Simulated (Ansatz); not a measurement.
# The I–V curve of a Nb/BP/Nb junction, part 2 of 3

Wanted: I(V) for Nb/BP/Nb. Both electrodes are Nb bcc(001); the barrier is BP zinc blende(001) (P and B faces). In the first transport cell, after relaxation, the nearest pair of electrode and barrier is Nb–P at 2.55 Å, at a slant, at the lower face and Nb–B at 2.28 Å, at a slant, at the upper one. All share a net of side 3.31 Å, which strains the lower electrode by +0.0 % and the barrier by +2.9 %, against typed lattice constants near PBE's. The first steps treat the bulk electrodes alone.

Ansatz 0.2.0; PBE DFT, plane waves, PAW files (the session's first sound run).

So far. Step 3 (Relaxation): The largest force component on a free atom ends at 0.011 eV/Å. At one or more of this run's solves the program warned of density in the dipole ramp over its bound, where dipole, forces and levels can be off.

## (4) The voltage sweep

This step: PBE DFT, plane waves, PAW files; current against voltage, self-consistent between two reservoirs (Ansatz 0.2.0).

System of this step: Nb/BP/Nb. The cell holds 30 atoms: 26 Nb, 2 P and 2 B. Cell: a = 3.310 Å, b = 3.310 Å, c = 60.789 Å, α = 90.0°, β = 90.0°, γ = 90.0°. Regions: left electrode, 13 atoms (13 Nb); barrier, 4 atoms (2 P and 2 B); right electrode, 13 atoms (13 Nb). Vacuum lies along c.

Under bias the potential drop changes the barrier, so density and potential are solved anew at each voltage between two reservoirs. The leads must hold the reservoirs as well as the screening charge.

The input, input.yaml:

```yaml
crystal:
  lattice:
    - [3.31, 0.0, 0.0]
    - [0.0, 3.31, 0.0]
    - [0.0, 0.0, 60.7886738413]
  atoms:
    - { symbol: Nb, position: [0.0, 0.0, 0.1151530303] }
    - { symbol: Nb, position: [0.5, 0.5, 0.1423784967] }
    - { symbol: Nb, position: [0.0, 0.0, 0.1696039632] }
    - { symbol: Nb, position: [0.5, 0.5, 0.1968294296] }
    - { symbol: Nb, position: [0.0, 0.0, 0.2240548961] }
    - { symbol: Nb, position: [0.5, 0.5, 0.2512803625] }
    - { symbol: Nb, position: [0.0, 0.0, 0.278505829] }
    - { symbol: Nb, position: [0.5, 0.5, 0.3057312954] }
    - { symbol: Nb, position: [0.0, 0.0, 0.3329567619] }
    - { symbol: Nb, position: [0.5, 0.5, 0.3601822283] }
    - { symbol: Nb, position: [0.0, 0.0, 0.3874076948] }
    - { symbol: Nb, position: [0.5, 0.5, 0.4146331612] }
    - { symbol: Nb, position: [0.0, 0.0, 0.4430123769] }
    - { symbol: P, position: [0.5, 0.0, 0.4749666047] }
    - { symbol: B, position: [0.5, 0.5, 0.4935267592] }
    - { symbol: P, position: [0.0, 0.5, 0.5119156756] }
    - { symbol: B, position: [0.0, 0.0, 0.5301313416] }
    - { symbol: Nb, position: [0.5, 0.0, 0.5558712855] }
    - { symbol: Nb, position: [0.0, 0.5, 0.5853668388] }
    - { symbol: Nb, position: [0.5, 0.0, 0.6125923052] }
    - { symbol: Nb, position: [0.0, 0.5, 0.6398177717] }
    - { symbol: Nb, position: [0.5, 0.0, 0.6670432381] }
    - { symbol: Nb, position: [0.0, 0.5, 0.6942687046] }
    - { symbol: Nb, position: [0.5, 0.0, 0.721494171] }
    - { symbol: Nb, position: [0.0, 0.5, 0.7487196375] }
    - { symbol: Nb, position: [0.5, 0.0, 0.7759451039] }
    - { symbol: Nb, position: [0.0, 0.5, 0.8031705704] }
    - { symbol: Nb, position: [0.5, 0.0, 0.8303960368] }
    - { symbol: Nb, position: [0.0, 0.5, 0.8576215033] }
    - { symbol: Nb, position: [0.5, 0.0, 0.8848469697] }
kpoints:
  mp_grid: { grid: [8, 8, 1] }
scf:
  occupations: { method: fermi_dirac, width: 0.1 }
  max_iter: 150
hamiltonian:
  xc: pbe
output:
  current_voltage:
    bias: [0.3, 0.5, 0.6, 1.5]
    kmesh: [16, 16]
    leads: [[5, 6], [23, 24]]
    electrode_ends: [12, 17]
  write_potential: true
  write_density: true
  volumetric_format: npy
  elf: true
```

On the command line:

```console
ansatz run input.yaml --threads 4 --pin off --max-ram 16384MiB --backend cpu --events-out ev --progress --plain --runs-dir out
```

Numbers of over 12 decimals in the logs are rounded to 6 here.

The log of the run:

```text
[...]
Crystal: 30 atoms, lattice volume = 666.007 Å³
Basis set: ecut = 420 eV, 13155 PW (Γ)
Bands: 213, of which v1, the nominal top of the filled ones, is band 177 counted from 1 (176 counted from 0)
Symmetry: 4 space group operations
[...]
k-points: 25 of 64
[...]
SCF iter   1: F=—  HF=-120180.170648 eV  |F-HF|=—  |Δ(HF+E_count)|=         —  Δρ=1.89e-2  dr2=4.18e2  ethr=1.77e-3  ⟨swp⟩=8.5  Hψ=24098  notcnv=0  defer=5
[...]
SCF iter  10: F=-120178.763996 eV  HF=-120178.763996 eV  |F-HF|=3.26e-8  |Δ(HF+E_count)|=   3.65e-9  Δρ=5.49e-7  dr2=3.60e-8  ethr=2.82e-11  ⟨swp⟩=1.0  Hψ=11050  notcnv=0
SCF 1 converged in 10 iterations: F = -120178.763996 eV  dr2 = 3.60e-8
[...]
bias +0 V, iteration  1: dr2 8.05e-1 eV, mean Fermi level 12.4271 eV
bias +0 V, iteration  2: dr2 9.59e-3 eV, mean Fermi level 12.4262 eV
bias +0 V, iteration  3: dr2 7.05e-4 eV, mean Fermi level 12.4264 eV
bias +0 V, iteration  4: dr2 6.28e-5 eV, mean Fermi level 12.4270 eV
bias +0 V, iteration  5: dr2 3.57e-6 eV, mean Fermi level 12.4272 eV
bias +0 V, iteration  6: dr2 6.13e-7 eV, mean Fermi level 12.4273 eV
bias +0 V, iteration  7: dr2 3.03e-8 eV, mean Fermi level 12.4273 eV
bias +0.3 V, iteration  1: dr2 3.52e2 eV, mean Fermi level 12.4370 eV
bias +0.3 V, iteration  2: dr2 2.64e1 eV, mean Fermi level 12.4282 eV
bias +0.3 V, iteration  3: dr2 1.24e0 eV, mean Fermi level 12.4294 eV
bias +0.3 V, iteration  4: dr2 1.32e-2 eV, mean Fermi level 12.4284 eV
bias +0.3 V, iteration  5: dr2 1.66e-4 eV, mean Fermi level 12.4282 eV
bias +0.3 V, iteration  6: dr2 2.50e-5 eV, mean Fermi level 12.4281 eV
bias +0.3 V, iteration  7: dr2 1.42e-5 eV, mean Fermi level 12.4280 eV
bias +0.3 V, iteration  8: dr2 2.39e-7 eV, mean Fermi level 12.4280 eV
bias +0.3 V, iteration  9: dr2 3.59e-8 eV, mean Fermi level 12.4280 eV
bias +0.5 V, iteration  1: dr2 2.52e-2 eV, mean Fermi level 12.4280 eV
bias +0.5 V, iteration  2: dr2 2.79e-3 eV, mean Fermi level 12.4277 eV
bias +0.5 V, iteration  3: dr2 1.03e-4 eV, mean Fermi level 12.4276 eV
bias +0.5 V, iteration  4: dr2 7.84e-6 eV, mean Fermi level 12.4275 eV
bias +0.5 V, iteration  5: dr2 6.13e-7 eV, mean Fermi level 12.4275 eV
bias +0.5 V, iteration  6: dr2 7.85e-8 eV, mean Fermi level 12.4275 eV
bias +0.6 V, iteration  1: dr2 2.29e-2 eV, mean Fermi level 12.4266 eV
bias +0.6 V, iteration  2: dr2 3.10e-3 eV, mean Fermi level 12.4265 eV
bias +0.6 V, iteration  3: dr2 8.16e-5 eV, mean Fermi level 12.4264 eV
bias +0.6 V, iteration  4: dr2 9.79e-6 eV, mean Fermi level 12.4263 eV
bias +0.6 V, iteration  5: dr2 1.70e-6 eV, mean Fermi level 12.4263 eV
bias +0.6 V, iteration  6: dr2 1.79e-7 eV, mean Fermi level 12.4263 eV
bias +0.6 V, iteration  7: dr2 3.91e-8 eV, mean Fermi level 12.4263 eV
bias +1.5 V, iteration  1: dr2 3.42e2 eV, mean Fermi level 12.4397 eV
bias +1.5 V, iteration  2: dr2 9.50e0 eV, mean Fermi level 12.4029 eV
bias +1.5 V, iteration  3: dr2 4.80e0 eV, mean Fermi level 12.4254 eV
bias +1.5 V, iteration  4: dr2 8.09e-1 eV, mean Fermi level 12.4256 eV
bias +1.5 V, iteration  5: dr2 3.75e-2 eV, mean Fermi level 12.4256 eV
bias +1.5 V, iteration  6: dr2 2.45e-3 eV, mean Fermi level 12.4259 eV
bias +1.5 V, iteration  7: dr2 3.84e-4 eV, mean Fermi level 12.4257 eV
bias +1.5 V, iteration  8: dr2 4.60e-5 eV, mean Fermi level 12.4258 eV
bias +1.5 V, iteration  9: dr2 1.17e-5 eV, mean Fermi level 12.4258 eV
bias +1.5 V, iteration 10: dr2 1.26e-6 eV, mean Fermi level 12.4258 eV
bias +1.5 V, iteration 11: dr2 1.49e-7 eV, mean Fermi level 12.4258 eV
bias +1.5 V, iteration 12: dr2 6.78e-8 eV, mean Fermi level 12.4258 eV
transmission: 342 of 3402 steps passed
transmission: 686 of 3402 steps passed
[...]
transmission: 3402 of 3402 steps passed
WARN: The output density's exchange-correlation potential varies sharply where the density is thin. Do not read a vacuum level from v_tot or v_xc, or from such a field of the output density. On a cell that repeats whose density bears no net charge and no dipole along the vacuum's axis use v_es (v_loc + v_h of the components); under efield.dipole_correction with no amplitude use v_es + v_field, which holds any externa [...]
SCF converged after 10 iterations
Free energy (F): -120178.763996 eV
[...]
Internal energy: -120177.538284 eV  (E = F + TS)
E sigma→0 (E₀):  -120178.151140 eV
Entropy (-TS):   -1.225711 eV (-40.857 meV/atom)
Fermi energy:    12.416167 eV
[...]
--- Band table (eV; the first three rows and the last of 25) ---
  k-point 0: bands = [... 173 lower, 12.7665, 12.7770, 12.8044, 12.8045, 12.8328, 12.8549, 12.9141, 12.9207, ... 32 higher]
  k-point 1: bands = [... 173 lower, 12.6312, 12.6429, 12.6816, 12.6944, 12.7034, 12.8599, 12.8719, 12.8991, ... 32 higher]
  k-point 2: bands = [... 173 lower, 12.3724, 12.3871, 12.4094, 12.4412, 12.5237, 12.6036, 12.6165, 12.6556, ... 32 higher]
  k-point 24: bands = [... 173 lower, 12.2933, 12.4786, 12.5214, 12.8702, 12.8813, 13.0898, 13.1350, 13.5201, ... 32 higher]
--- Current–voltage curve ---
  leads      : [5, 6] from 7.00 to 25.20 and [23, 24] from 35.58 to 53.79 Å, reservoirs outside 18.59 and 42.20
  electrodes : end at 26.93 and 33.79 Å
  density    : 350 bands, filled at a thermal energy of 1.000e-1 eV; current at 300 K
  bias (V)   current (A)   every other point   every other energy   edges, levels   drop (V)   electrons moved   misfit (meV)   iterations
        +0      0.0000e0            0.0000e0             0.0000e0        0.0000e0     +0.000            0.00e0           44.8   7
      +0.3     7.7317e-6           6.9313e-6            7.7368e-6      4.1464e-10     +0.261           2.96e-3           47.4   9
[...]
+0.6     1.2404e-5           1.1838e-5            1.2392e-5       1.2840e-8     +0.532           6.43e-3           47.5   7
[...]
At 0 V the conductance is 2.6141e-5 S, 2.3860e14 S/m².
```

Run time: 69 min. Hardware: 4 threads of Intel Xeon Platinum 8259CL at 2.50GHz (Skylake/Cascade Lake), shared host; peak memory 8.6 GiB.

In the SCF lines HF is the Harris–Foulkes energy and dr2 the Hartree energy of the density residual, in eV; the loop may stop once dr2 is under the threshold and the program's other checks hold. Hψ counts applications of the Hamiltonian.

Numbers from this step:

```
free energy              : -120178.7640 eV
Fermi energy             : 12.42 eV
conductance at zero bias : 2.39e14 S/m²
```

Checks by voltage:

| bias (V) | current density (ampere/m²) | current on every other mesh point (ampere) | drop across the junction (V) | electrons moved | electrons in bound states | misfit, lower lead (eV) | misfit, upper lead (eV) | iterations |
| --- | --- | --- | --- | --- | --- | --- | --- | --- |
| 0 | 0 | 0 | 0 | 0 | 0 | 0.04446 | 0.04478 | 7 |
| 0.3 | 7.06e13 | 6.93e-6 | 0.2611 | 0.002962 | 5.69e-5 | 0.03864 | 0.04738 | 9 |
| 0.5 | 1.04e14 | 1.04e-5 | 0.4392 | 0.005234 | 9.42e-5 | 0.03388 | 0.0476 | 6 |
| 0.6 | 1.13e14 | 1.18e-5 | 0.5317 | 0.006431 | 1.14e-4 | 0.03263 | 0.04752 | 7 |
| 1.5 | 2.13e14 | 2.16e-5 | 1.348 | 0.01928 | 3.23e-4 | 0.01684 | 0.05471 | 12 |

Cell area 10.956 Å^2. The current through one cell by bias:

```
bias (V)  current through one cell (μA)
   0.000                              0
   0.300                           7.73
   0.500                           11.3
   0.600                           12.4
   1.500                           23.4
```

Bias 0 V. The transmission and channels, zone mean by energy, zero at the mean Fermi level:

```csv
energy (eV),transmission,"channels, left","channels, right"
-0.259,0.354,3.23,3.23
-0.233,0.352,3.28,3.21
-0.207,0.373,3.31,3.31
-0.181,0.382,3.15,3.15
-0.155,0.387,3.00,3.00
-0.129,0.386,3.01,3.01
-0.103,0.385,3.01,3.01
-0.078,0.379,2.89,2.89
-0.052,0.368,2.79,2.79
-0.026,0.350,2.65,2.64
0.000,0.337,2.61,2.61
0.026,0.324,2.54,2.54
0.052,0.314,2.51,2.51
0.078,0.301,2.48,2.48
0.103,0.290,2.45,2.42
0.129,0.270,2.29,2.29
0.155,0.258,2.23,2.23
0.181,0.249,2.18,2.18
0.207,0.244,2.14,2.11
0.233,0.240,2.09,2.06
0.259,0.224,2.01,2.01
```

Bias 1.5 V. The transmission and channels, zone mean by energy, zero at the mean Fermi level:

| energy (eV) | transmission | channels, left | channels, right |
| --- | --- | --- | --- |
| -1.034 | 0.270 | 0.902 | 3.04 |
| -0.982 | 0.336 | 1.36 | 3.29 |
| -0.931 | 0.353 | 1.60 | 3.31 |
| -0.879 | 0.403 | 2.00 | 3.28 |
| -0.827 | 0.425 | 2.05 | 3.06 |
| -0.801 | 0.422 | 2.14 | 3.01 |
| -0.750 | 0.405 | 2.35 | 2.79 |
| -0.698 | 0.394 | 2.29 | 2.62 |
| -0.646 | 0.413 | 2.38 | 2.51 |
| -0.595 | 0.371 | 2.16 | 2.45 |
| -0.543 | 0.305 | 2.13 | 2.26 |
| -0.465 | 0.282 | 2.04 | 2.09 |
| -0.414 | 0.242 | 1.93 | 1.92 |
| -0.362 | 0.214 | 1.98 | 1.78 |
| -0.310 | 0.194 | 1.95 | 1.73 |
| -0.259 | 0.176 | 1.92 | 1.63 |
| -0.207 | 0.171 | 1.98 | 1.52 |
| -0.129 | 0.156 | 1.89 | 1.38 |
| -0.078 | 0.132 | 1.95 | 1.35 |
| -0.026 | 0.109 | 1.95 | 1.37 |
| 0.000 | 0.107 | 1.95 | 1.37 |
| 0.026 | 0.105 | 1.89 | 1.37 |
| 0.078 | 0.0985 | 2.01 | 1.37 |
| 0.129 | 0.0838 | 2.39 | 1.35 |
| 0.207 | 0.0956 | 2.56 | 1.35 |
| 0.259 | 0.0926 | 2.76 | 1.32 |
| 0.310 | 0.129 | 2.92 | 1.32 |
| 0.362 | 0.182 | 3.39 | 1.29 |
| 0.414 | 0.211 | 3.25 | 1.32 |
| 0.439 | 0.218 | 3.25 | 1.30 |
| 0.465 | 0.215 | 3.28 | 1.26 |
| 0.543 | 0.208 | 3.01 | 1.24 |
| 0.595 | 0.185 | 2.82 | 1.24 |
| 0.646 | 0.182 | 2.62 | 1.24 |
| 0.698 | 0.199 | 2.51 | 1.40 |
| 0.750 | 0.208 | 2.45 | 1.37 |
| 0.801 | 0.186 | 2.26 | 1.32 |
| 0.879 | 0.166 | 2.10 | 1.35 |
| 0.931 | 0.152 | 1.95 | 1.54 |
| 0.982 | 0.139 | 1.78 | 1.70 |
| 1.034 | 0.108 | 1.73 | 1.80 |

The Hartree potential energy less that at 0 V, planar mean by z:

```csv
z (Å),0.3 V (eV),0.5 V (eV),0.6 V (eV),1.5 V (eV)
0,0.00168,0.00331,0.00341,0.00759
5,0.149,0.248,0.297,0.744
10,0.151,0.250,0.299,0.749
15,0.145,0.242,0.289,0.720
20,0.127,0.210,0.253,0.632
25,0.116,0.189,0.228,0.547
30,0.00725,0.0197,0.0318,0.0608
35,-0.108,-0.176,-0.208,-0.510
40,-0.134,-0.228,-0.278,-0.700
45,-0.142,-0.239,-0.289,-0.728
50,-0.149,-0.250,-0.301,-0.752
55,-0.154,-0.257,-0.310,-0.773
60,-0.0237,-0.0389,-0.0472,-0.119
```

Valence density in the ca plane at fractional y = 0.000, with atoms of Nb and P and B within 0.2 Å of it. It is the smooth field of the valence electrons, not physical close to the nuclei.

Ten even steps from '0' (0.0 e/Å³) to '9' (5.0 e/Å³), each cell a mean:
```
00015997200003898300000000000111000000000000
00002453100001454100000000000011111000000001
00000110000000010011110000000000245410000135
00000000000000000011001000000000499830000279
00000000000000000011001000000001499830000279
00000000000000000011100000000000378620000158
00001221000000222101100000000000122100000012
00003785100002686200000000000111000000000000
00015998200004999400000000001001000000000000
```
Columns run along c (16.0 Å, from fractional 0.35 to 0.62 of the cell), rows up along a (3.3 Å). Atoms in or near the plane, at fractional coordinates: Nb at (0.39, 0.00), Nb at (0.44, 0.00), P at (0.47, 0.50), B at (0.53, 0.00), Nb at (0.56, 0.50), Nb at (0.61, 0.50).

Electrostatic potential energy in the ca plane at fractional y = 0.000, with atoms of Nb and P and B within 0.2 Å of it. With pseudopotentials it is smooth inside the atoms' cores, unlike the true potential.

Values in eV, 5 rows by 16 columns, each cell a mean:
```
-50  -4  10 -40 -23  13 -17 -44   7  12  15  11 -21   6   9  14
  2  11  14   4   8  14   9   3  -5 -20  13  15  11 -18 -28  12
 13  14  14  13  13  14  14  12 -20 -44  12  16  13 -38 -51  10
-10   8  13  -6   1  14   3  -8   2  -6  14  15   7  -7 -14  13
-61  -8   9 -50 -31  13 -24 -55   6  14  15  10 -34   7  12  14
```
Columns run along c (16.0 Å, from fractional 0.33 to 0.59 of the cell; values clipped at the 3rd and 97th percentile), rows up along a (3.3 Å). Atoms in or near the plane, at fractional coordinates: Nb at (0.33, 0.00), Nb at (0.39, 0.00), Nb at (0.44, 0.00), P at (0.47, 0.50), B at (0.53, 0.00), Nb at (0.56, 0.50).

ELF in the ca plane at fractional y = 0.000, with atoms of Nb and P and B within 0.2 Å of it. It is the smooth field of the valence electrons, not physical close to the nuclei.

Ten even steps from '0' (0.02) to '9' (0.87), each cell a mean:
```
75762332585762342486683465310014521596323444
77742442367742453267754898631002456874222345
22224554222223554323227996663001357656786335
32345445432344445543249830374100133258577324
43455445543355445653359810275100022257357324
21234554321234445432138963563100245458787334
45423553245433453245535998741001467854553345
87852442587852342388873587520013544785212444
62662332672672231583483243200014510498434443
```
Columns run along c (16.0 Å, from fractional 0.33 to 0.59 of the cell), rows up along a (3.3 Å). Atoms in or near the plane, at fractional coordinates: Nb at (0.33, 0.00), Nb at (0.39, 0.00), Nb at (0.44, 0.00), P at (0.47, 0.50), B at (0.53, 0.00), Nb at (0.56, 0.50).

All 5 points reached self-consistency. On every other mesh point the currents change by up to 10 %. The leads' potential repeats within 55 meV, on the large side, so longer leads could move the currents.

(Continued in part 3 of 3.)

[Logs are printed without paths, hosts, clocks, repeated set-up lines and the standing remarks that a program may print on its own settings, such as how far it seeks lower states.]

[Hosts, paths, dates, database ids (printed as entryN), source tags and the programs' standing remarks are cut or masked in the printed files.]
